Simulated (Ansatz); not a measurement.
Input for Ansatz (plane-wave DFT, PAW):

```yaml
crystal:
  lattice:
    - [-1.5394247485, 1.5394247485, 1.5394247485]
    - [1.5394247485, -1.5394247485, 1.5394247485]
    - [1.5394247485, 1.5394247485, -1.5394247485]
  atoms:
    - { symbol: Al, position: [0.0, 0.0, 0.0] }
basis:
  ecutwfc: 420
kpoints:
  mp_grid: { grid: [18, 18, 18] }
hamiltonian:
  xc: pbesol
scf:
  occupations: { method: gaussian, width: 0.1 }
output:
  forces: true
  stress: true
  eigenvalues: true
```

Command:
```bash
ansatz run input.yaml --threads 1 --pin off --max-ram 2560MiB --backend cpu --events-out ev --progress --plain --runs-dir out
```

Level of theory: Ansatz, DFT PBEsol, scalar-relativistic, plane waves, PAW.

From the run's log, abridged (final results; tables in files aren't shown):

```
SCF 1 converged in 6 iterations: F = -524.384356 eV  dr2 = 1.26e-14
SCF converged after 6 iterations
Free energy (F): -524.384356 eV
Harris-Foulkes:  -524.384356 eV  (|F-HF|=1.14e-13)
Internal energy: -524.382117 eV  (E = F + TS)
E sigma→0 (E₀):  -524.383236 eV
Entropy (-TS):   -0.002239 eV (-2.239 meV/atom)
Fermi energy:    9.265020 eV
--- Per-component energies (eV) ---
  E_band       = 13.434483
  E_kinetic    = 24.738533
  E_local      = 11.719901  (includes V_loc(G=0)·N_el)
  E_nonlocal   = 10.820477
  E_hartree    = 0.100233
  E_xc         = -40.246119
  E_vxc        = -30.219013  (∫ρ·V_xc dr)
  E_paw        = -454.941863  (= ΣΔE_a)
  E_vpaw       = -3.825879  (= ΣTr[D̂ρ^β])
  E_aug_tail   = -0.000003  (compensation charges beyond the density's cutoff)
  E_ewald      = -76.592416
  E_core_change = 0.019139  (= ΣΔE_core)
  E_smearing   = -0.002239  (= −TS)
--- Forces (eV/Å), atoms counted from 1 ---
  atom   1  Al     0.00000000     0.00000000     0.00000000
--- Stress (GPa, compression-positive) ---
       12.238604       0.000000       0.000000
        0.000000      12.238604       0.000000
        0.000000       0.000000      12.238604
  P = ⅓ Tr σ = 12.2386 GPa (122.386 kbar)
--- Band table (eV; the first three rows and the last of 195) ---
  k-point 0: bands = ["-2.7721", "23.1178", "23.1178", "23.1178", "25.7894", "25.7894"]
  k-point 1: bands = ["-2.6759", "22.0933", "22.6311", "22.7209", "25.0598", "25.5332"]
  k-point 2: bands = ["-2.3875", "19.8879", "21.7493", "21.8410", "23.9996", "24.8058"]
  k-point 194: bands = ["11.3212", "11.3212", "11.3212", "11.9879", "11.9879", "16.3630"]
```

The calculation finished and met its thresholds.

Time: 2.3 s on 1 thread of Intel(R) Xeon(R) Platinum 8259CL CPU @ 2.50GHz (Skylake/Cascade Lake), with other jobs on the host, peak memory 0.33 GiB.